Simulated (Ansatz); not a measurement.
# CdS (Greenockite) (P6_3mc) in Ansatz: reference runs

Reference runs on CdS (Greenockite): the cell as given and a disturbed copy.

Everything below comes from runs of Ansatz 0.2.0. Logs are shortened: lines on timing, memory, paths and dates and some standing lists are left out, and cuts for length are marked.

**What was measured.**

From “Isotope dependence of band-gap energy”, 2008, arxiv:0807.2152, for a bulk crystal of CdS: band gap 2.5809 ± 0.0002 eV.

How close the calculation comes is told below.

## Step 1: The structure

The structure is hexagonal, space group P6_3mc (No. 186). Conventional cell: a = 4.150 Å, b = 4.150 Å, c = 6.737 Å, α = 90.00°, β = 90.00°, γ = 120.00°. Around Cd (site symmetry 3m) lie 4 S at 2.53 to 2.54 Å. S (site symmetry 3m) has 4 Cd at 2.53 to 2.54 Å as nearest neighbours.

## Step 2: Single point, PBE

input.yaml

```yaml
crystal:
  lattice:
    - [4.15, 0.0, 0.0]
    - [-2.075, 3.5940054257, 0.0]
    - [0.0, 0.0, 6.737]
  atoms:
    - { symbol: Cd, position: [0.6666666667, 0.3333333333, 0.5] }
    - { symbol: Cd, position: [0.3333333333, 0.6666666667, 0.0] }
    - { symbol: S, position: [0.6666666667, 0.3333333333, 0.875] }
    - { symbol: S, position: [0.3333333333, 0.6666666667, 0.375] }
kpoints:
  mp_grid: { grid: [7, 7, 4] }
scf:
  occupations: { method: fermi_dirac, width: 0.05 }
hamiltonian:
  xc: pbe
  pseudopotentials: { kind: all_electron, lapw: { basis_error: 0.001 } }
output:
  forces: true
  stress: true
  eigenvalues: true
  populations: true
```

Potentials or basis: all-electron LAPW, scalar-relativistic.

Started as:

```console
ansatz run input.yaml --threads 2 --pin off --max-ram 6144MiB --backend cpu --events-out ev --progress --plain --runs-dir out
```

The program printed:

```text
Warning: RAYON_NUM_THREADS=2 ignored (pool sized by the plan → 2); use --threads N
Cd: projections on atomic orbitals take those of the free atom 1s2 2s2 2p6 3s2 3p6 3d10 4s2 4p6 4d10 5s2, of charge +0.00 (hamiltonian.pseudopotentials.projection_atoms)
S: projections on atomic orbitals take those of the free atom 1s2 2s2 2p6 3s2 3p4, of charge +0.00 (hamiltonian.pseudopotentials.projection_atoms)
LAPW: plane waves up to 8.041 Å⁻¹, error target 1.0e-3 eV per atom; small_component_spin mean_spin; S in spheres of 1.096 Å, 14 of its electrons in bands, Dirac shells []; Cd in spheres of 1.430 Å, 20 of its electrons in bands, Dirac shells [] (how accurate: hamiltonian.pseudopotentials.lapw.basis_error, Limitations)
Engine: ansatz 0.2.0, x86_64-unknown-linux-gnu
Pseudopotentials: kind: all_electron
Pseudopotential: Cd, LAPW, valence charge 20, lapw/all_electron/scalar/gaussian/Cd, Koelling and Harmon's equation, gaussian nucleus
Pseudopotential: S, LAPW, valence charge 14, lapw/all_electron/scalar/gaussian/S, Koelling and Harmon's equation, gaussian nucleus
Functional definition: PBE
  parameter kappa = 0.804
  parameter beta = 0.06672455060314922
  exchange = pbe_x(kappa = kappa, mu = beta*pi^2/3)
  correlation = pbe_c(beta = beta)
Crystal: 4 atoms, lattice volume = 100.483 Å³
Basis set: ecut = 246.32479889328488 eV, 881 PW (Γ), exchange–correlation at level 2
Bands: 41, of which v1, the nominal top of the filled ones, is band 34 counted from 1 (33 counted from 0)
Symmetry: 12 space group operations
Space group: P63mc (ITA 186), of the structure as read, at distance tolerance 4.6e-5 Å
k-points: 24 of 196 (time reversal used)
Non-local potential: Cd, projectors of the file, none
Non-local potential: S, projectors of the file, none
Initial density: superposition of atomic densities (chi_scale 0.1, normalization cell, long waves kept (reshape's long-wave potential 0.00 eV rms))
Initial wavefunctions: plane waves of lowest kinetic energy (no species holds an atomic orbital)
Functional: x = pbe(κ = 0.804, μ = 0.2195149727645171), c = pbe(β = 0.06672455060314922)
iter 1 solved again at ethr=4.32e-3 eV; its pass at ethr=1.00e-1 eV (dr2=2.94e0 eV) is discarded
SCF iter   1: F=—  HF=-326199.928537 eV  |F-HF|=—  |Δ(HF+E_count)|=         —  Δρ=3.79e-2  dr2=2.94e0  ethr=4.32e-3  ⟨swp⟩=2.0  Hψ=6707  notcnv=0
preconditioner: auto → Resta (q_TF=auto, 2.556 Å⁻¹)  ε∞=4.7  [insulator: Δε(μ)=1.781 eV  Ē_g=11.576 eV  σ=0.050 eV  W_gap=1.00  n_scr=22 (ndim 8)  ℏωp=22.2 eV  f_vac=0.146  D(μ)=0.00/eV (n_scr^D=0)  ε∞_Penn≈4.7]
SCF iter   2: F=—  HF=-326198.925675 eV  |F-HF|=—  |Δ(HF+E_count)|=    1.00e0  Δρ=1.56e-2  dr2=4.59e-1  ethr=4.32e-3  ⟨swp⟩=3.0  Hψ=2970  notcnv=0
SCF iter   3: F=—  HF=-326198.844191 eV  |F-HF|=—  |Δ(HF+E_count)|=   8.15e-2  Δρ=8.02e-3  dr2=1.17e-1  ethr=6.75e-4  ⟨swp⟩=2.0  Hψ=2898  notcnv=0
iter 4 solved again at ethr=1.22e-5 eV; its pass at ethr=1.72e-4 eV (dr2=8.33e-3 eV) is discarded
SCF iter   4: F=—  HF=-326198.836318 eV  |F-HF|=—  |Δ(HF+E_count)|=         —  Δρ=2.49e-3  dr2=8.29e-3  ethr=1.22e-5  ⟨swp⟩=2.0  Hψ=4918  notcnv=0
the basis was enlarged: its passes take 3.8 MiB over the memory plan, 2 of 2 planned eigensolver slots
SCF iter   5: F=—  HF=-326198.835813 eV  |F-HF|=—  |Δ(HF+E_count)|=   5.05e-4  Δρ=7.86e-4  dr2=6.73e-4  ethr=1.22e-5  ⟨swp⟩=2.1  Hψ=2741  notcnv=0
SCF iter   6: F=—  HF=-326198.837120 eV  |F-HF|=—  |Δ(HF+E_count)|=   1.31e-3  Δρ=2.67e-4  dr2=1.12e-4  ethr=9.89e-7  ⟨swp⟩=3.0  Hψ=2942  notcnv=0
SCF iter   7: F=—  HF=-326198.837445 eV  |F-HF|=—  |Δ(HF+E_count)|=   3.25e-4  Δρ=6.07e-5  dr2=7.34e-6  ethr=1.65e-7  ⟨swp⟩=3.0  Hψ=3004  notcnv=0
SCF iter   8: F=—  HF=-326198.837470 eV  |F-HF|=—  |Δ(HF+E_count)|=   2.44e-5  Δρ=1.97e-5  dr2=7.52e-7  ethr=1.08e-8  ⟨swp⟩=3.0  Hψ=3024  notcnv=0
SCF iter   9: F=-326198.837471 eV  HF=-326198.837471 eV  |F-HF|=7.68e-9  |Δ(HF+E_count)|=   9.68e-7  Δρ=3.35e-6  dr2=1.71e-8  ethr=1.11e-9  ⟨swp⟩=3.0  Hψ=3003  notcnv=0
SCF 1 converged in 9 iterations: F = -326198.837471 eV  dr2 = 1.71e-8
SCF converged after 9 iterations
Free energy (F): -326198.837471 eV
Harris-Foulkes:  -326198.837471 eV  (|F-HF|=7.68e-9)
Internal energy: -326198.837471 eV  (E = F + TS)
E sigma→0 (E₀):  -326198.837471 eV
Entropy (-TS):   -0.000000 eV (-0.000 meV/atom)
Fermi energy:    8.187688 eV
--- Per-component energies (eV) ---
  E_band       = -3465.159736
  E_kinetic    = 340777.559515
  E_xc         = -9816.392519
  E_electrostatic = -657160.004467  (all electrons and nuclei)
  E_smearing   = -0.000000  (= −TS)
  E_closure    = 0.000000  (closes the sum)
  E_atoms      = -326186.558096  (free atoms, spherical and without spin; not in F)
  Σ components = -326198.837471   (vs F -326198.837471, Δ=0.00e0)
  Basis errors (estimates in eV, not in F): energy 4.4e-4 per atom: plane waves 4.0e-4 (2.4e-4 summed), levels above the bands 3.2e-56, relativity 1.9e-8, radial functions 3.5e-5, core shells 2.2e-7; eigenvalues (radial functions only) 8.6e-7; not estimated: angular momenta, meshes, grids; target (lapw.basis_error) 1.0e-3; muffin-tin radii S 1.096 Å, Cd 1.430 Å
--- Forces (eV/Å), atoms counted from 1 ---
  atom   1  Cd     0.00000000     0.00000000    -0.06806210
  atom   2  Cd     0.00000000    -0.00000000    -0.06806210
  atom   3  S      0.00000000     0.00000000     0.06805669
  atom   4  S      0.00000000    -0.00000000     0.06805669
  max |Σ_I F_I| component: 1.08e-5 eV/Å
--- Stress (GPa, compression-positive) ---
        1.893058       0.000000       0.000000
        0.000000       1.893058       0.000000
        0.000000       0.000000       2.529183
  P = ⅓ Tr σ = 2.1051 GPa (21.051 kbar)
--- Band table (eV; the first three rows and the last of 24) ---
  k-point 0: bands = ["-196.8802", "-196.8802", "-141.6556", "-141.6556", "-141.6541", "-141.6541", "-141.6541", "-141.6541", "-93.7185", "-93.7185", "-54.7894", "-54.7894", "-54.7893", "-54.7893", "-54.7892", "-54.7886", "-4.7324", "-4.3056", "-0.1093", "-0.0873", "-0.0873", "-0.0017", "-0.0017", "0.3108", "0.3108", "0.4001", "0.4001", "0.7348", "3.2335", "6.8042", "6.8042", "7.5162", "7.5590", "7.5590", "8.7552", "10.3509", "14.0232", "14.0232", "14.3489", "15.1209", "15.1209"]
  k-point 1: bands = ["-196.8802", "-196.8802", "-141.6556", "-141.6556", "-141.6541", "-141.6541", "-141.6541", "-141.6541", "-93.7185", "-93.7185", "-54.7894", "-54.7894", "-54.7893", "-54.7893", "-54.7891", "-54.7887", "-4.6684", "-4.3656", "-0.0781", "-0.0781", "-0.0635", "-0.0177", "-0.0177", "0.3268", "0.3268", "0.3900", "0.3900", "0.4703", "3.8388", "6.5270", "6.9084", "6.9084", "7.4415", "7.4415", "9.6394", "10.4237", "13.8657", "14.0924", "14.0924", "14.6279", "14.8358"]
  k-point 2: bands = ["-196.8802", "-196.8802", "-141.6556", "-141.6556", "-141.6541", "-141.6541", "-141.6541", "-141.6541", "-93.7185", "-93.7185", "-54.7893", "-54.7893", "-54.7893", "-54.7893", "-54.7889", "-54.7889", "-4.5151", "-4.5151", "-0.0513", "-0.0513", "-0.0513", "-0.0513", "0.1160", "0.1160", "0.3613", "0.3613", "0.3613", "0.3613", "5.1131", "5.1131", "7.1683", "7.1683", "7.1683", "7.1683", "10.4009", "10.4009", "13.7329", "13.7329", "14.3702", "14.3702", "14.3702"]
  k-point 23: bands = ["-196.8802", "-196.8802", "-141.6556", "-141.6556", "-141.6541", "-141.6541", "-141.6541", "-141.6541", "-93.7185", "-93.7185", "-54.7897", "-54.7897", "-54.7896", "-54.7896", "-54.7888", "-54.7888", "-4.2225", "-4.2225", "0.0716", "0.0716", "0.1059", "0.1059", "0.2906", "0.2906", "0.3530", "0.3530", "0.8416", "0.8416", "3.6365", "3.6365", "5.3306", "5.3306", "6.4359", "6.4359", "11.8863", "11.8863", "13.5627", "13.5627", "14.1149", "14.1149", "16.2184"]
--- Löwdin populations: 4 sites ---
  site symbol       q [e]
     0     Cd     46.7205
     1     Cd     46.7205
     2      S     17.0933
     3      S     17.0933
  spilling = 0.002911 (of n_electrons = 128.000000)
```

Wall time 26 s (2 threads of Intel Xeon at 2.70GHz, shared host); peak memory 0.45 GiB.

Results:

```
Free energy            : -326198.8375 eV
Pressure               : 2.1 GPa
Largest force          : 0.068 eV/Å
Band gap on the k mesh : 1.20 eV, direct
Loewdin charges        : Cd +1.28; S -1.09 e
```

Forces in eV/Å, atoms in the order of the input:
```
Cd   0.000  0.000 -0.068
Cd   0.000  0.000 -0.068
S    0.000  0.000  0.068
S    0.000  0.000  0.068
```

Levels at points of the mesh, in eV from the valence-band top:
| k point | band 30 | band 31 | band 32 | band 33 | band 34 | band 35 | band 36 | band 37 | band 38 | band 39 |
| --- | --- | --- | --- | --- | --- | --- | --- | --- | --- | --- |
| (0.00, 0.00, 0.00) | -0.75 | -0.75 | -0.04 | 0.00 | 0.00 | 1.20 | 2.79 | 6.46 | 6.46 | 6.79 |
| (0.00, 0.00, -0.50) | -2.45 | -0.39 | -0.39 | -0.39 | -0.39 | 2.84 | 2.84 | 6.17 | 6.17 | 6.81 |

Caveat: the atomic charges don't sum to the cell's charge.

## Step 3: Single point, PBE (atoms moved at random, drawn with an rms of 0.05 Å)

input.yaml

```yaml
crystal:
  lattice:
    - [4.15, 0.0, 0.0]
    - [-2.075, 3.5940054257, 0.0]
    - [0.0, 0.0, 6.737]
  atoms:
    - { symbol: Cd, position: [0.652377, 0.33483, 0.49822] }
    - { symbol: Cd, position: [0.332357, 0.663829, 0.002389] }
    - { symbol: S, position: [0.662574, 0.332536, 0.872773] }
    - { symbol: S, position: [0.339389, 0.670491, 0.375114] }
kpoints:
  mp_grid: { grid: [7, 7, 4] }
scf:
  occupations: { method: fermi_dirac, width: 0.05 }
hamiltonian:
  xc: pbe
  pseudopotentials: { kind: all_electron, lapw: { basis_error: 0.001 } }
output:
  forces: true
  stress: true
  eigenvalues: true
  populations: true
```

Potentials or basis: all-electron LAPW, scalar-relativistic.

Started as:

```console
ansatz run input.yaml --threads 2 --pin off --max-ram 6144MiB --backend cpu --events-out ev --progress --plain --runs-dir out
```

Run time: 79 s. Hardware: 2 threads of Intel Xeon at 2.70GHz, shared host; peak memory 0.76 GiB.

The run converged. Its results:

```yaml
Free_energy: -326198.8175 eV
Pressure: 2.2 GPa
Largest_force: 0.408 eV/Å
Band_gap_on_the_k_mesh: 1.19 eV, direct
Loewdin_charges: Cd +1.28; S -1.09 e
```

Forces in eV/Å, atoms in the order of the input:
```
Cd   0.384 -0.007  0.013
Cd  -0.075  0.034 -0.212
S    0.096 -0.029  0.152
S   -0.406  0.001  0.046
```

Stress tensor (GPa, compression positive):
```
 1.90 -0.89  0.39
-0.89  1.90  0.03
 0.39  0.03  2.80
```

Levels at points of the mesh, in eV from the valence-band top:
| k point | band 32 | band 33 | band 34 | band 35 | band 36 | band 37 |
| --- | --- | --- | --- | --- | --- | --- |
| (0.00, 0.00, 0.00) | -0.05 | -0.01 | 0.00 | 1.19 | 2.80 | 6.41 |
| (0.00, 0.00, -0.50) | -0.39 | -0.37 | -0.34 | 2.81 | 2.87 | 6.13 |

Caveat: the atomic charges don't sum to the cell's charge.

## Step 4: How close it comes

Step 2. Against the measured gap of CdS, 2.5809 eV (quoted in “Isotope dependence of band-gap energy”, 2008, arxiv:0807.2152), the calculated 1.20 eV is off by -1.38 eV. So large a miss can be the level of theory's own, or it may mean another phase, state or a wrong row. Spin-orbit coupling on Cd is left out. The value is that of PBE, without temperature or zero-point motion. Semilocal functionals fall short of measured gaps as a rule.
